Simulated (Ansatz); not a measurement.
MoS2:

```
Mo S
1.0
     3.22746    0.00000    0.00000
    -1.61373    2.79507    0.00000
     0.00000    0.00000    6.31247
Mo S
1 2
Direct
  0.00000 0.00000 0.50000
  0.66667 0.33333 0.74468
  0.33333 0.66667 0.25532
```

Measurements of this composition are mostly on another form, of space group No. 194.

Base run:

| Property | Result |
| --- | --- |
| Program | Ansatz 0.2.0 |
| Functional | LDA |
| Potentials or basis | Ansatz PAW |
| Cutoff | 420 eV |
| Density cutoff | 1680 eV |
| k mesh | 9 × 9 × 4 |
| Occupations | fermi-dirac, width 0.05 eV |
| Spin | no spin polarisation |

Its results: band gap on the k mesh none (metal or under the smearing width); pressure -6.0 GPa; largest force 0.155 eV/Å.

Q: After a change of settings the same cell gave: band gap on the k mesh none (metal or under the smearing width); pressure 0.0 GPa; largest force 0.081 eV/Å. Which change was it?
A. functional from LDA to PBEsol; occupations from fermi-dirac, width 0.05 eV to gaussian, width 0.05 eV
B. functional from LDA to r2SCAN; cutoff from 420 eV to 500 eV; density cutoff from 1680 eV to 2000 eV
C. hubbard terms from none to Mo d U = 5 eV; hubbard projectors from none to ortho-atomic (the default)
D. functional from LDA to PBEsol

A: B.

Caveats: the PAW data sets come from PBE, with cores solved anew for the run's functional, which leaves a small shift of forces and pressure.

Not every run made on this cell is shown here.
